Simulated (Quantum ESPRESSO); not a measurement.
# C under changes of volume

One of the cells (31.524 Å³/atom); the others are scaled copies at fixed shape and fractional positions:

```
C
1.0
     2.45623    0.00000    0.00000
    -1.22811    2.12716    0.00000
     0.00000    0.00000   24.13396
C
4
Direct
  0.66667 0.33333 0.57048
  0.33333 0.66667 0.42952
  0.00000 0.00000 0.42953
  0.00000 0.00000 0.57047
```

| Quantity | Value |
| --- | --- |
| Program | Quantum ESPRESSO 7.5 |
| Functional | PBE |
| Potentials or basis | SSSP 1.3 efficiency PBE |
| Cutoff | 748 eV |
| Density cutoff | 5987 eV |
| k mesh | 12 × 12 × 2 |
| Occupations | fermi-dirac, width 0.05 eV |
| Spin | no spin polarisation |

```tsv
volume (Å³/atom)	energy over the lowest point (meV/atom)	largest force (eV/Å)
29.632	46.34	0.065
30.263	24.02	0.062
30.893	9.28	0.058
31.524	1.47	0.055
32.154	0.00	0.051
32.785	4.31	0.048
33.415	?	?
```

Problem. What does the run at 33.415 Å³/atom give?

Solution. Energy over the lowest point 13.92 meV/atom; largest force 0.045 eV/Å.

Worked out: A Birch-Murnaghan fit of order 3 (a polynomial in V^(-2/3)) to the other rows has its minimum at 31.99 Å³/atom with B0 = V·E''(V) = 76 GPa and B' = 3.5 at fixed shape and positions, which overstates the stiffness. It gives 13.92 meV/atom at 33.415 Å³/atom, against the run's 13.92.

Energies are extrapolated to zero smearing.
